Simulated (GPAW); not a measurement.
Write an ASE script for GPAW 26.7.0 that does the following.

- Task: band structure
- Functional: PBEsol
- Potentials or basis: PAW data sets generated in the run's folder for this functional
- Cutoff: 600 eV
- Basis: pw
- k mesh: 6 × 6 × 7
- Occupations: fermi-dirac, width 0.05 eV
- Spin: collinear spin, ferromagnetic start
- Starting moments: [0.0, 3.0, 3.0] μB
- Hubbard terms: Fe d U = 6 eV
- Maxiter: 150
- Band path: GMKGALHA,LM,KH
- Band points: 80

Crystal: Fe2Ge.

```
CELL_PARAMETERS angstrom
4.16363 0.00000 0.00000
-2.08182 3.60581 0.00000
0.00000 0.00000 2.62647
ATOMIC_POSITIONS crystal
Ge 0.00000 0.00000 0.00000
Fe 0.33333 0.66667 0.50000
Fe 0.66667 0.33333 0.50000
```

The cell comes from a database or a generator and needn't be the stable form of this composition.

One way to write it, as run:

run.py

```python
from ase import Atoms
from ase.dft.bandgap import bandgap
from ase.io import write
from ase.units import GPa
from gpaw import GPAW, PW, setup_paths

setup_paths.insert(0, '.')

atoms = Atoms(['Ge', 'Fe', 'Fe'],
              cell=[[4.1636340796, 0.0, 0.0],
                    [-2.0818170398, 3.605812885, 0.0],
                    [0.0, 0.0, 2.626466]],
              scaled_positions=[[0.0, 0.0, 0.0],
                                [0.3333333333, 0.6666666667, 0.5],
                                [0.6666666667, 0.3333333333, 0.5]],
              pbc=True)
atoms.set_initial_magnetic_moments([0.0, 3.0, 3.0])

calc = GPAW(mode=PW(600),
            xc='PBEsol',
            kpts={'size': (6, 6, 7), 'gamma': True},
            occupations={'name': 'fermi-dirac', 'width': 0.05},
            setups={'Fe': ':d,6.0'},
            nbands=23,
            convergence={'density': 1e-05, 'energy': 1e-05},
            maxiter=150,
            txt='gpaw.txt')
atoms.calc = calc
energy = atoms.get_potential_energy()
forces = atoms.get_forces()
stress = atoms.get_stress()
calc.write('gs.gpw')
write('result.traj', atoms)
print(f'Energy: {energy:.6f} eV')
print('Forces (eV/A):')
print(forces.round(4))
print('Stress (GPa):', (stress / GPa).round(3))
print('Moments:', calc.get_magnetic_moments().round(3))
print('Fermi level:', round(calc.get_fermi_level(), 4), 'eV')
print(f'Gap: {bandgap(calc)[0]:.4f} eV, direct: {bandgap(calc, direct=True)[0]:.4f} eV')

path = atoms.cell.bandpath('GMKGALHA,LM,KH', npoints=80, eps=1e-4)
bs_calc = calc.fixed_density(kpts=path, symmetry='off', nbands=34,
                             convergence={'bands': 'CBM+6.0', 'eigenstates': 1e-6}, txt='bands.txt')
bs = bs_calc.band_structure()
bs.write('bs.json')
print(f'Gap on the path: {bandgap(bs_calc)[0]:.4f} eV')
```

Potentials or basis: PAW data sets generated in the run's folder for this functional, pw.

The run is started by

```sh
$ gpaw-setup -f PBEsol Fe Ge
$ OMP_NUM_THREADS=1 python run.py
```

Results of the run:

```
Pressure                : 12.8 GPa
Band gap along the path : none (metal or under the smearing width)
Net moment              : 6.06 μB per cell
Site moments            : Ge -0.02; Fe +3.12 μB
```

Caveat: the U is typed as a test and isn't derived for this compound.

Wall time 2.1 min on 1 thread of Arm Neoverse V1 (shared host), peak memory 0.34 GiB.
